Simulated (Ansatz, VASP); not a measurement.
One calculation of TiC, two programs

File INCAR:

```
PREC     = Accurate       # precision mode
ENCUT    = 600            # plane-wave cutoff, eV
EDIFF    = 1E-6           # SCF threshold, eV
ISMEAR   = 0              # smearing method
SIGMA    = 0.1            # smearing width, eV
LREAL    = F              # projectors in reciprocal space
LASPH    = T              # aspherical terms in the spheres
NELM     = 60             # most SCF steps
ALGO     = Normal         # electronic algorithm
ISIF     = 3              # what is computed and relaxed
LWAVE    = F              # write WAVECAR
LCHARG   = F              # write CHGCAR
IBRION   = 2              # ionic algorithm
NSW      = 100            # ionic steps
EDIFFG   = -0.005         # ionic threshold
```

KPOINTS

```
Automatic mesh
0
Gamma
  16 16 16
```

POSCAR

```
TiC
1.0
    0.0000000000      2.1305402942      2.1305402942
    2.1305402942      0.0000000000      2.1305402942
    2.1305402942      2.1305402942      0.0000000000
Ti C
1 1
Direct
    0.0000000000      0.0000000000      0.0000000000
    0.5000000000      0.5000000000      0.5000000000
```

Input for Ansatz:

```yaml
crystal:
  lattice:
    - [0.0, 2.1305402887, 2.1305402887]
    - [2.1305402887, 0.0, 2.1305402887]
    - [2.1305402887, 2.1305402887, 0.0]
  atoms:
    - { symbol: Ti, position: [0.0, 0.0, 0.0] }
    - { symbol: C, position: [0.5, 0.5, 0.5] }
basis:
  ecutwfc: 420
kpoints:
  mp_grid: { grid: [16, 16, 16] }
hamiltonian:
  xc: lda
scf:
  occupations: { method: gaussian, width: 0.1 }
output:
  forces: true
  stress: true
  eigenvalues: true
relax:
  adjacent_minimum: "off"
  f_tol: 0.005
  max_steps: 80
  cell: { stress_tol: 0.05 }
```

Alike in both runs: task relaxation of cell and atoms; functional LDA; k mesh 16 × 16 × 16; occupations gaussian, width 0.1 eV; no spin polarisation.

|  | VASP | Ansatz |
| --- | --- | --- |
| version | VASP 6.6.1 | Ansatz 0.2.0 |
| potentials or method | VASP PAW LDA potentials, release 64 (Ti_sv, C) | scalar-relativistic, plane waves, PAW |
| plane-wave cutoff (eV) | 600 | 420 |
| valence electrons in the cell | 16 | 16 |

VASP gave:

- gap on the k mesh at the Fermi level, each at its own relaxed structure (eV): none
- relaxed volume (Å³/atom): 9.69
- relaxed cell length with the largest relative difference (Å): 3.015

Question: Which values does Ansatz return?

Answer: gap on the k mesh at the Fermi level, each at its own relaxed structure (eV): none; relaxed volume (Å³/atom): 9.67; relaxed cell length with the largest relative difference (Å): 3.013.

A gap of «none» marks a metal or a gap that the smearing closes.
